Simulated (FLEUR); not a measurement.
# MnO: single point with LDA+U

Crystal: MnO.

```
Mn O
1.0
     2.67239    0.00000    0.00000
     0.00000    2.67239    0.00000
     0.00000    0.00000    2.67239
Mn O
1 1
Direct
  0.00000 0.00000 0.00000
  0.50000 0.50000 0.50000
```

Measurements of this composition are mostly on another form, of space group No. 225.

```
Program                  : FLEUR MaX-R8.1 (later development tree)
Task                     : single point
Functional               : LDA
Potentials or basis      : all-electron
Basis                    : FLAPW
Kmax                     : 4.26 1/bohr
k mesh                   : 7 × 7 × 7
Occupations              : gaussian, width 0.05 eV
Spin                     : collinear spin, ferromagnetic start
Starting moments         : [5.0, 0.0] μB
Hubbard terms            : Mn d U = 8 eV
Hund's J (eV)            : 0
Gmax                     : 13.2 1/bohr
Muffin-tin radii         : Mn 2.3, O 1.76 bohr
lmax                     : Mn 9, O 8
lnonsphr                 : Mn 9, O 8
Local orbitals a species : Mn 4, O 3
Max iterations           : 100
Mixing factor            : 0.05
Mixer                    : Anderson
Mixer history            : 50
Density convergence      : 0.001 me/bohr^3
```

```json
{
  "Band gap on the k mesh": "1.09 eV, indirect (least direct gap 2.44 eV)",
  "Net moment": "5.00 μB per cell",
  "Site moments": "Mn +4.66; O +0.14 μB",
  "Valence electrons inside the program's atomic spheres": "Mn 13.45; O 5.61 (radii Mn 2.3, O 1.76 bohr)"
}
```

Levels at points of the mesh, in eV from the valence-band top:
Spin up:
| k point | band 9 | band 10 | band 11 | band 12 | band 13 | band 14 | band 15 | band 16 | band 17 |
| --- | --- | --- | --- | --- | --- | --- | --- | --- | --- |
| (0.00, 0.00, 0.00) | -4.60 | -4.60 | -1.73 | -1.73 | -1.73 | 1.09 | 15.11 | 15.11 | 19.73 |
Spin down:
```
           k point  band 4  band 5  band 6  band 7  band 8  band 9  band 10  band 11  band 12  band 13
(0.00, 0.00, 0.00)  -44.28  -18.40   -1.34   -1.34   -1.34    2.58     2.92     2.92     6.95     6.95
```

Eigenvalues of the final occupation matrices:
```tsv
site	spin	trace	eigenvalues
atom type 1	1	4.77	0.94 0.94 0.97 0.97 0.97
atom type 1	2	0.18	0.01 0.01 0.05 0.05 0.05
```

Core levels (eV from the Fermi level):
```
atom                                                   levels
1 Mn  1s1/2 -6405.4, 2s1/2 -734.8, 2p1/2 -629.1, 2p3/2 -618.7
 2 O                                             1s1/2 -500.9
```

It took 4.7 min on 1 thread of Arm Neoverse V2, with other jobs on the host, peak memory 0.27 GiB.

Caveat: the magnetic or orbital state may not be the lowest; an odd mesh through Γ misses points on the zone boundary, where band edges often lie; a cell with one magnetic atom can't hold antiferromagnetic order, which such compounds often take.
